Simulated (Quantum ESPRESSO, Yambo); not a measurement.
# A GW chain in Yambo: BeTe (F-43m), part 3 of 3

Wanted: ground state, empty states, screening and self-energy for BeTe (F-43m).

Quantum ESPRESSO 7.5 and Yambo 5.3.0; PBE and many-body steps on it, plane waves. Known limits of the many-body steps: not at the basis limit; no spin-orbit coupling; coarse k mesh.

So far. Step 3 (Bands along the symmetry lines): The gap is 2.027 eV, as in the run before at this level. Step 4 (Empty states on the mesh, 4×4×4 mesh, 117 bands): On this mesh the gap is 2.027 eV.

## Step 6: Screening and self-energy, 4×4×4 mesh, 117 bands, screening to 197.3 eV

G0W0 replaces the xc potential by the self-energy, built once from these orbitals. Only a window of levels is corrected, while the sums run over the empty bands that the input names.

This step: G0W0 on PBE, plane waves, norm-conserving pseudopotentials.

File gw1.in:

```
HF_and_locXC
gw0
dyson
ppa
em1d
rim_cut
RandQpts= 1000000
RandGvec= 1 RL
EXXRLvcs= 88 Ry
VXCRLvcs= 352 Ry
Chimod= "HARTREE"
% BndsRnXp
 1 | 117 |
%
NGsBlkXp= 14.5 Ry
% LongDrXp
 1 | 1 | 1 |
%
% GbndRnge
 1 | 117 |
%
DysSolver= "n"
ExtendOut
PPAPntXp= 27.21138 eV
% QPkrange
 1 | 1 | 13 | 16 |
 7 | 7 | 13 | 16 |
%
```

Started as:

```sh
$ OMP_NUM_THREADS=1 mpirun -n 4 yambo -F gw1.in -J gw1 -C gw1 > gw1.log
```

Log:

```text
 Yambo, version 5.3.0

 [02] CORE Variables Setup
 =========================

  [... cell, symmetries and grids as in the set-up ...]

  [02.05] Energies & Occupations
  ==============================

  [X] === General ===
  [X] Electronic Temperature                        :  0.000000  0.000000 [eV K]
  [X] Bosonic    Temperature                        :  0.000000  0.000000 [eV K]
  [X] Finite Temperature mode                       : no
  [X] El. density                                   :  0.61673E+24 [cm-3]
  [X] Fermi Level                                   :  8.438418 [eV]

  [X] === Gaps and Widths ===
  [X] Conduction Band Min                           :  2.026900 [eV]
  [X] Valence Band Max                              :  0.000000 [eV]
  [X] Filled Bands                                  :  14
  [X] Empty Bands                                   :   15  117
  [X] Direct Gap                                    :  3.644779 [eV]
  [X] Direct Gap localized at k                     :  1
  [X] Indirect Gap                                  :  2.026900 [eV]
  [X] Indirect Gap between kpts                     :   1   7
  [X] Last valence band width                       :  3.120670 [eV]
  [X] 1st conduction band width                     :  3.269928 [eV]

 [03] Transferred momenta grid and indexing
 ==========================================

 IBZ Q-points                                      :   8
 BZ  Q-points                                      :   64

 K/Q-points units:
 rlu = crystal or reduced units; cc = cartesian coordinates; iku = interal k-units

 Q [1]          [rlu]:  0.000000  0.000000  0.000000
 Q [2]          [rlu]:  0.54651E-16  0.26895E-16  0.25000
 Q [3]          [rlu]: -0.10930E-15 -0.53790E-16 -0.50000
 Q [4]          [rlu]:  0.45585E-17  0.25000      0.25000
 Q [5]          [rlu]:  0.71568E-16  0.25000      0.50000
 Q [6]          [rlu]:  0.40755E-16  0.25000     -0.25000
 Q [7]          [rlu]: -0.91171E-17 -0.50000     -0.50000
 Q [8]          [rlu]:  0.250000 -0.500000 -0.250000

 [04] Coloumb potential Random Integration (RIM)
 ===============================================

  [04.01] RIM initialization
  ==========================

  * Diagonal components only detected *

  8 x (sBL volume)        :  0.101203 [a.u.]
  sBZ random points       :  1000000
  Points outside the sBZ  :   7968281
  RL volume               :  0.809622 [a.u.]
  Integrated volume       :  0.812845 [a.u.]

  [04.02] RIM integrals
  =====================

  Gamma point sphere radius             :  0.084531 [a.u.]
  Points outside the sphere             :   800476
  [Int_sBZ(q=0) 1/q^2]*(Vol_sBZ)^(-1/3) =:  7.776341
                                 should be <:  7.795600

  Summary of Coulomb integrals for non-metallic bands |Q|[au] RIM/Bare

  Q [1] 0.100000E-4 0.997530 * Q [2] 0.254239 1.068480
  Q [4] 0.293569 1.066792 * Q [6] 0.415170 1.029814
  Q [5] 0.486830 1.022655 * Q [3] 0.508477 1.020683
  Q [7] 0.587139 1.017590 * Q [8] 0.656441 1.014612

 [05] Dipoles
 ============

  [05.01] Setup: observables and procedures
  =========================================

 [06] Dynamic Dielectric Matrix (PPA)
 ====================================

 [WR./gw1//ndb.pp]---------------------------------------------------------------
  Brillouin Zone Q/K grids (IBZ/BZ)                :    8   64    8   64
  RL vectors                                       :   5209 [WF]
  Coulomb cutoff potential                         : none
  Electronic Temperature                           :  0.000000 [K]
  Bosonic    Temperature                           :  0.000000 [K]
  PPA    diel. fun.  energies                      : Perdew, Burke & Ernzerhof(X)+Perdew, Burke & Ernzerhof(C)
  wavefunctions                                    : Perdew, Burke & Ernzerhof(X)+Perdew, Burke & Ernzerhof(C)
  Global Gauge                                     : length
  X matrix size                                    :  307
  X band range                                     :    1  117
  X e/h energy range                               : -1.000000 -1.000000 [eV]
  X Time ordering                                  : R
  X Hxc Kernel                                     : HARTREE
  X Drude frequency                                :  0.000000  0.000000
  X poles                                          :  100.0000 [o/o]
  RL vectors in the sum                            :   5209
  [r,Vnl] included                                 : yes
  Field direction                                  :  0.577350E-5  0.577350E-5  0.577350E-5
  BZ energy Double Grid                            : no
  BZ energy DbGd points                            : 0
  BZ Q point size factor                           : -1.000000
  X Optical Averaged directions                    : none

 [07] Local Exchange-Correlation + Non-Local Fock
 ================================================

 [VXC] Plane waves :   34327
 [EXS] Plane waves :   4285

 QP @ state[ 1 ] K range:  1  1
 QP @ state[ 1 ] b range:  13  16
 QP @ state[ 2 ] K range:   7   7
 QP @ state[ 2 ] b range:  13  16

 [xc] Functional : Perdew, Burke & Ernzerhof(X)+Perdew, Burke & Ernzerhof(C)
 [xc] LIBXC used to calculate xc functional
  PP Number of Atomic Species                      :  2
  NLCC RL compoments                               :   34327
  PP Number of Atomic Species                      :  2
  NLCC RL compoments                               :   34327

 [xc] E_xc :  -22.86069 [Ha]
      E_xc :  -45.72138 [Ry]

  Local XC kind (lXC) : Perdew, Burke & Ernzerhof(X)+Perdew, Burke & Ernzerhof(C)
  Non-Local XC kind (nlXC) : Hartree-Fock

  Corrections @ K [1] :  [eV]
 <13|nlXC|13> = -15.11880 -0.66376E-17 <13|lXC|13> = -13.37048 -0.18882E-15
 <14|nlXC|14> = -15.11873  0.12259E-17 <14|lXC|14> = -13.37048  0.18883E-15
 <15|nlXC|15> = -5.917436 -0.23129E-17 <15|lXC|15> = -10.43562 -0.94401E-16
 <16|nlXC|16> = -5.917939 -0.29569E-17 <16|lXC|16> = -10.43561 -0.23602E-16

  Corrections @ K [7] :  [eV]
 <13|nlXC|13> = -14.62231 -0.34189E-16 <13|lXC|13> = -11.87648  0.14161E-15
 <14|nlXC|14> = -14.62238 -0.10421E-16 <14|lXC|14> = -11.87648 -0.94410E-16
 <15|nlXC|15> = -5.120957 -0.10391E-17 <15|lXC|15> = -8.959031  0.23577E-16
 <16|nlXC|16> = -5.810337  0.27495E-18 <16|lXC|16> = -9.791950  0.58989E-16

 [08] Dyson equation: Newton solver
 ==================================

  [08.01] G0W0 (W PPA)
  ====================

  [  GW  ] Bands range     :    1  117
  [GW/PPA] G damping       :  0.100000 [eV]

  QP @ state[ 1 ] K range:  1  1
  QP @ state[ 1 ] b range:  13  16
  QP @ state[ 2 ] K range:   7   7
  QP @ state[ 2 ] b range:  13  16

   Sc/G bands                                       :    1  117
   Sc/G damping                                     :  0.100000 ev
   Sc bands terminator                              : no
   Sx RL components                                 :   4285

   QP @ state[ 1 ] K range                          :  1  1
   QP @ state[ 1 ] b range                          :  13  16
   QP @ state[ 2 ] K range                          :   7   7
   QP @ state[ 2 ] b range                          :  13  16
   GF energies kind                                 : Perdew, Burke & Ernzerhof(X)+Perdew, Burke & Ernzerhof(C)
   GF WF`s kind                                     : Perdew, Burke & Ernzerhof(X)+Perdew, Burke & Ernzerhof(C)
   Xs energies kind                                 : Perdew, Burke & Ernzerhof(X)+Perdew, Burke & Ernzerhof(C)
   Xs WF`s kind                                     : Perdew, Burke & Ernzerhof(X)+Perdew, Burke & Ernzerhof(C)

 [11] Game Over & Game summary
```

The job ended after 1.8 min (4 MPI ranks of Arm Neoverse V2, shared host; peak memory 1.6 GiB; 7.3 min of CPU time).

This step gave:

- G0W0 gap on the points computed: 2.806 eV
- starting gap on the mesh: 2.027 eV
- k of the valence top: 0, 0, 0
- k of the conduction bottom: 0, -0.5, -0.5
- least direct G0W0 gap on the computed points: 4.682 eV
- Z at the valence top: 0.8054
- Z at the conduction bottom: 0.8174

The gap on the mesh goes from 2.03 eV to 2.81 eV, a correction of +0.78 eV.

Limits: finite bands, cutoff and mesh; no spin-orbit coupling; coarse k mesh. v1 is the top filled band, c1 the lowest empty one. Levels before and after the correction, in eV, zero at the valence-band top of each column:

```
           conduction bottom  valence top
Kohn-Sham               2.03         0.00
     G0W0               2.81         0.00
```

```
                         level  energy (eV)
Kohn-Sham              Γ v2-v1        0.000
Kohn-Sham              Γ c1-c2        3.645
Kohn-Sham  (0 -0.5 -0.5) v2-v1       -2.578
Kohn-Sham     (0 -0.5 -0.5) c1        2.027
Kohn-Sham     (0 -0.5 -0.5) c2        2.711
     G0W0              Γ v2-v1        0.000
     G0W0              Γ c1-c2        4.682
     G0W0  (0 -0.5 -0.5) v2-v1       -2.767
     G0W0     (0 -0.5 -0.5) c1        2.806
     G0W0     (0 -0.5 -0.5) c2        3.577
```

## Step 7: Where the time went

Times are wall times on the hardware named with each run, good to a factor of about two.

```
                          step     time  share  memory (GiB)
                  ground state    5.6 s    4 %          0.28
bands along the symmetry lines    4.7 s    4 %          0.24
      empty states on the mesh    8.1 s    6 %          0.37
         conversion and set-up    2.3 s    2 %          0.25
     screening and self-energy  1.8 min   84 %           1.6
```

## Step 8: What came out

| Quantity | Value |
| --- | --- |
| PBE gap | 2.03 eV, indirect |
| G0W0 gap on the mesh | 2.81 eV |
| GW settings | 4×4×4 mesh, 117 bands, screening to 197.3 eV, Godby-Needs plasmon pole |
| known limits | not at the basis limit; no spin-orbit coupling; coarse k mesh |

What this shows: G0W0 moves the gap on the mesh from 2.03 eV to 2.81 eV (+0.78 eV), with Z of 0.81 and 0.82 at the edges. Only 2 of the mesh's irreducible points were corrected, so a valley elsewhere could overtake. The dearest step here is «screening and self-energy». Against experiment, by G0W0@PBE: the gap of 2.81 eV lies +0.01 eV from the measured 2.8 eV (indirect, quoted 1997); the gap of 2.81 eV lies +0.11 eV from the measured 2.7 eV (indirect, quoted 1997). The calculation has static nuclei and no excitons; a measured gap holds zero-point and thermal motion, which mostly lowers it. With atoms this heavy the missing spin-orbit coupling can matter too. Bands and cutoff are finite, so the gap is not at the basis limit. The miss can reach some tenths of an eV and take either sign; the mesh is an error of its own. In the G0W0 run levels were corrected at 2 k points alone, so a gap called «on the mesh» is the least over those, and an edge elsewhere would be missed. The 4×4×4 mesh is coarse for this cell, which bears on the long-range parts of exchange and screening.

[Paths, hosts, dates, memory and timing lines, banners, echoed tables and standing remarks are left out of the program output.]

[Logs are printed without paths, hosts, clocks, repeated set-up lines and the standing remarks that a program may print on its own settings, such as how far it seeks lower states.]

[Runs of the session that timed out or met a known fault of the program may be left out.]

[Hosts, paths, dates, database ids (printed as entryN), source tags and the programs' standing remarks are cut or masked in the printed files.]
